**Question: Can I get pressure and energy of SnO₂ from its volume with a pencil?**

I have calculated pressures and energies for rutile SnO₂ at seven volumes. I often need values in between, or a quick check of somebody else's number, with no computer at hand. A straight line through the two rows nearest zero pressure works close by but goes badly wrong at both ends. Is there a short rule that does better, and how far can I trust it?

Rutile SnO₂ calculated with Ansatz 0.2.0: PBE, scalar-relativistic PAW, no spin polarization, plane-wave cutoff 420 eV, 6×6×6 k mesh, Gaussian smearing of 0.02 eV. At each fixed volume, the cell shape and atomic positions were relaxed within the rutile symmetry, with a force tolerance of 0.01 eV/Å. Positive pressure means compression.

```csv
volume (relaxed cell) (Å³/atom),c/a (relaxed cell),shortest distance (relaxed cell) (Å),energy over elements (eV/atom),pressure (GPa)
11.068,0.6901,1.979,-1.488,29.960
11.446,0.6852,2.006,-1.547,20.330
11.823,0.6805,2.034,-1.585,12.270
12.200,0.6757,2.063,-1.605,5.560
12.954,0.6657,2.103,-1.606,-4.560
13.332,0.6596,2.113,-1.591,-8.210
13.835,0.6503,2.124,-1.559,-11.810
```

**Answer**

Yes. The straight line fails because a crystal resists squeezing more than stretching, and a rule with one extra factor can include that. At zero pressure the attraction between tin and oxygen ions balances the repulsion of their electron shells. Squeezing makes the repulsion rise steeply. Stretching lets it fade quickly, so that the slowly varying attraction is left, and the restoring force gains less and less with each further step. The table has this asymmetry: a volume 12 % below the zero-pressure value needs about 30 GPa, while one 10 % above it gives a tension of only about 12 GPa, printed as negative pressure.

To turn this picture into a formula, let the attraction energy vary as $-1/r$ with the ionic distance $r$, and the repulsion as $1/r^8$. The exponent 8 is a typical value for such ions, not a result of this calculation. If all distances scale with the cube root of the volume $V$, differentiating the energy gives the Born expression

$$P=\frac{3B}{7}\left[\left(\frac{V_0}{V}\right)^{11/3}-\left(\frac{V_0}{V}\right)^{4/3}\right].$$

Here $V_0$ is the volume at zero pressure and $B$ the bulk modulus there, that is, the stiffness against a small volume change. With the fractional compression $u=(V_0-V)/V_0$, expansion to second order leaves the pencil rule

$$P\approx B\,u\,(1+3u).$$

The first part is an ordinary spring, and the bracket carries the asymmetry. A repulsion exponent of 7 or 10 would change the factor 3 only to 2.8 or 3.3, which shifts the estimate by about 5 % at most at any row of the table. Agreement closer than that owes something to the choice of 8.

The two constants come from the rows at 12.200 and 12.954 Å³/atom, which lie on either side of zero pressure. A straight line between them crosses zero at 12.61 Å³/atom. The true curve sags below that line, and correcting for the sag with the same factor 3 gives $V_0=12.58$ Å³/atom. Dividing the pressure difference of the two rows by their difference in $u(1+3u)$ then gives $B\approx169$ GPa.

Now take the compressed row at 11.446 Å³/atom, which played no part in the calibration. Its compression is $u=(12.58-11.446)/12.58=0.090$, so

$$P\approx169\times0.090\times1.27\approx19\ \text{GPa}.$$

The calculation gave 20.3 GPa, so the estimate is about 5 % low. The spring part alone would have given only 15 GPa.

For a stretched case, take 13.332 Å³/atom, also outside the calibration. Now $u=-0.060$, the bracket shrinks to 0.82, and the rule gives $-8.3$ GPa against a computed $-8.2$ GPa. The same factor that stiffened the compressed crystal has softened the stretched one.

The energy follows because pressure is the slope of energy against volume, with the sign reversed. Adding up the rule from $V_0$ gives the rise above the minimum:

$$\Delta E\approx\frac{BV_0}{2}\,u^2(1+2u),\qquad \frac{BV_0}{2}\approx6.6\ \text{eV/atom}.$$

The two worked rows come out 0.064 and 0.021 eV/atom above the minimum. Once the minimum is set from the two calibration rows, at $-1.611$ eV/atom, both agree with the table to about 1 meV/atom. This is a check of consistency rather than a second proof, since energy and pressure come from the same calculation.

Use the rule for such rises, not for the depth of the minimum. That depth is the energy relative to the elements, and PBE, the density functional used here, makes it too weak for many oxides. The part of this error that comes from the elements is the same at every volume, so it drops out of the rise. PBE's error for the oxide itself can still change with volume.

Over the five rows not used for calibration, the typical (rms) pressure error is 1.1 GPa, against 5.5 GPa for the plain spring. The printed output after this answer lists every row. The errors are uneven: the rule is good to about 1 % under tension, but falls 8 % short at the smallest volume. There the repulsion climbs faster than a second-order formula can follow.

The full Born expression, with the same two constants, cures that shortfall and gives 29.9 GPa at the smallest volume, where the calculation has 30.0 GPa. At the largest volume, however, it gives $-12.7$ GPa instead of $-11.8$ GPa. The short rule therefore does well under tension because the terms it drops happen to offset a fault of the Born picture. Neither that success nor the good fit of the full expression under compression shows that SnO₂ is a purely ionic solid, because other kinds of bonding can give a similar asymmetry.

One weakness of that picture is visible in the table: the crystal doesn't scale evenly. From the smallest to the largest volume, the edge $a$ grows by 10 % and the edge $c$ by only 3.5 %, which is why $c/a$ falls. So $c$ is the stiff direction. The likely reason is the chains of SnO₆ octahedra, joined by shared edges, that run along it. Whether this uneven stretching causes the Born misfit under tension is a guess. The shape changes under compression too, where the Born expression fits well, but it changes faster under tension. Runs with the shape held fixed would test the link.

The rule also has an end built into it. At 14.7 Å³/atom its tension reaches a maximum and then declines, simply because a second-order formula must turn round somewhere. Don't read that point as the strength of the crystal, and don't use the rule beyond the largest volume in the table. At that volume the calculated band gap has almost vanished. PBE makes gaps too small, so real SnO₂ is expected to stay an insulator there, and the last row is a less certain guide to it than the rows near zero pressure.

For a real sample, the limit on the compressed side comes sooner. The calculation kept the rutile symmetry, whereas real SnO₂ distorts away from it at very roughly 12 GPa. The two smallest volumes therefore describe rutile held in place, not the stable crystal, and the third, at 12.27 GPa, lies near the border. PBE also makes the cell somewhat too large, so put the sample's own zero-pressure volume and bulk modulus into the rule instead of 12.58 and 169. For another strongly ionic oxide, the factor 3 is a sensible first guess, though this table can't test it.

In practice, use $P\approx B\,u(1+3u)$ within 6 % of the zero-pressure volume, where it meets each row of the table to about 2 %. For stronger compression, switch to the full Born expression, but only down to the smallest volume in the table. For stronger tension, stay with the short rule, but only as far as the 10 % stretch that the table covers.

The analysis program printed:

```
zero-pressure volume by straight line, Å³/atom: 12.61
zero-pressure volume after curvature correction, Å³/atom: 12.58
bulk modulus from the two calibration rows, GPa: 168.6
energy prefactor B V0/2, eV/atom: 6.635
energy at the minimum E0, eV/atom: -1.611
factor k for repulsion exponents 7 and 10: 2.833, 3.333
pressure in GPa:
     row         u  computed    rule  rule miss  miss in %  spring law  full Born
  11.068    0.1202     29.96   27.64     -2.324     -7.756       20.31      29.92
  11.446   0.09014     20.33   19.35    -0.9761     -4.801       15.23      20.26
  11.823   0.06017     12.27   12.01    -0.2646     -2.156       10.17      12.26
    12.2   0.03021      5.56   5.568   0.007537     0.1356       5.105      5.598
  12.954  -0.02973     -4.56  -4.576   -0.01621     0.3555      -5.024     -4.602
  13.332  -0.05978     -8.21  -8.291    -0.0807      0.983       -10.1     -8.493
  13.835  -0.09976    -11.81  -11.81   -0.00385     0.0326      -16.86      -12.7
energy in eV/atom:
     row  rise above minimum    rule  computed  miss in meV
  11.068              0.1189  -1.493    -1.488       -4.583
  11.446             0.06363  -1.548    -1.547       -0.835
  11.823             0.02692  -1.585    -1.585       0.4485
    12.2             0.00642  -1.605    -1.605     -0.04796
  12.954            0.005516  -1.606    -1.606      0.04796
  13.332             0.02087  -1.591    -1.591       0.4063
  13.835             0.05286  -1.559    -1.559       0.3894
rms pressure miss on the five other rows: rule, spring law, full Born, GPa: 1.134, 5.523, 0.4178
largest gap between energy slope and mean pressure of neighbours, GPa: 0.4154
volume where the rule turns round, Å³/atom: 14.68
growth of edge a and edge c over the table, %: 9.876, 3.539
growth of shortest distance and of cube root of volume over the table, %: 7.327, 7.722
```
